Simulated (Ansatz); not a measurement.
**FePt (Tetraferroplatinum) in Ansatz: the effect of functional**

Crystal: FePt (Tetraferroplatinum).

```xyz
2
Lattice="2.7769 0.0000 0.0000 0.0000 2.7769 0.0000 0.0000 0.0000 3.7930" Properties=species:S:1:pos:R:3 pbc="T T T"
Pt    1.3885    1.3885    1.8965
Fe    0.0000    0.0000    0.0000
```

The cell isn't the ideal one: volume scaled by 1.06.

Alike in all runs:

- Program: Ansatz 0.2.0
- Task: single point
- Potentials or basis: Ansatz PAW
- k mesh: 10 × 10 × 7
- Occupations: fermi-dirac, width 0.05 eV
- Spin: collinear spin, ferromagnetic start
- Starting moments: [0.0, 3.0] μB

```csv
functional,cutoff,pressure (GPa),moment (μB)
LDA,420 eV (not typed: the program's choice for these potentials),-22.1,3.32
r2SCAN,500 eV (not typed: the program's choice for these potentials),-9.6,3.63
PBE,420 eV (not typed: the program's choice for these potentials),?,?
```

**Question.** What does the run with functional PBE give?

**Answer.** Pressure -7.6 GPa; moment 3.40 μB.

Caveats: the PAW data sets come from PBE, with cores solved anew for the run's functional, which leaves a small shift of forces and pressure (some runs); the magnetic or orbital state may not be the lowest (some runs).
